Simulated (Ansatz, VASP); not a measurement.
Two plane-wave programs on SiSe

```xyz
2
Lattice="0.0000 3.0551 3.0551 3.0551 0.0000 3.0551 3.0551 3.0551 0.0000" Properties=species:S:1:pos:R:3 pbc="T T T"
Si    0.0000    0.0000    0.0000
Se    1.5276    1.5276    1.5276
```

Alike in both runs: functional r2SCAN; k mesh 16 × 16 × 16; occupations gaussian, width 0.1 eV; no spin polarisation.

Ansatz relaxed the structure, and its values are those at the end. VASP's run is a single point on that final structure, the one shown.

|  | VASP | Ansatz |
| --- | --- | --- |
| version | VASP 6.6.1 | Ansatz 0.2.0 |
| potentials or method | VASP PAW PBE potentials, release 64 (Si, Se) | scalar-relativistic, plane waves, PAW |
| plane-wave cutoff (eV) | 520 | 500 |
| valence electrons in the cell | 10 | 20 |

|  | VASP | Ansatz | Ansatz less VASP |
| --- | --- | --- | --- |
| gap on the k mesh at the Fermi level (eV) | none | none | - |
| pressure (GPa) | -0.1 | 0.0 | +0.02 |

A gap of «none» marks a metal or a gap that the smearing closes. The functional is the same, so the differences come from potentials, cutoffs and numerics. The two sets of potentials don't hold the same shells in valence.

Caveats: the PAW data sets were made with another functional, which shifts forces and pressure a little (VASP).
